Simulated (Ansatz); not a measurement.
# ZrN (rocksalt type): the cost of one run

Method: DFT, PBE, all-electron LAPW, scalar-relativistic, in Ansatz 0.2.0.

## (1) The system as given

Symmetry: Fm-3m, No. 225, cubic system. The conventional cell has a = 4.369 Å, b = 4.369 Å, c = 4.369 Å, α = 90.00°, β = 90.00°, γ = 90.00°. Zr (site symmetry m-3m) is surrounded by 6 N at 2.18 Å. N (site symmetry m-3m) has 6 Zr at 2.18 Å as nearest neighbours.

Coordinates:

```xyz
2
Lattice="0.0000 2.1847 2.1847 2.1847 0.0000 2.1847 2.1847 2.1847 0.0000" Properties=species:S:1:pos:R:3 pbc="T T T"
Zr    0.0000    0.0000    0.0000
N     2.1847    2.1847    2.1847
```

Atoms are numbered in the order of the input: Zr1, N2.

## (2) Rocksalt relaxed under pressure, LAPW

input.yaml

```yaml
crystal:
  lattice:
    - [0.0, 2.1847316598, 2.1847316598]
    - [2.1847316598, 0.0, 2.1847316598]
    - [2.1847316598, 2.1847316598, 0.0]
  atoms:
    - { symbol: Zr, position: [0.0, 0.0, 0.0] }
    - { symbol: "N", position: [0.5, 0.5, 0.5] }
kpoints:
  mp_grid: { grid: [16, 16, 16] }
scf:
  occupations: { method: fermi_dirac, width: 0.1 }
hamiltonian:
  xc: pbe
  pseudopotentials: { kind: all_electron, lapw: { basis_error: 0.0005 } }
output:
  forces: true
  stress: true
  eigenvalues: true
relax:
  f_tol: 0.005
  max_steps: 12
  cell: { p_target: 52.0, stress_tol: 0.03 }
```

Command:

```bash
$ ansatz run input.yaml --threads 1 --pin off --max-ram 3584MiB --backend cpu --events-out ev --progress --plain --runs-dir out
```

What time and memory should one allow on 1 thread of Arm Neoverse V2, shared host?

About 36 s, with a peak of 0.51 GiB.
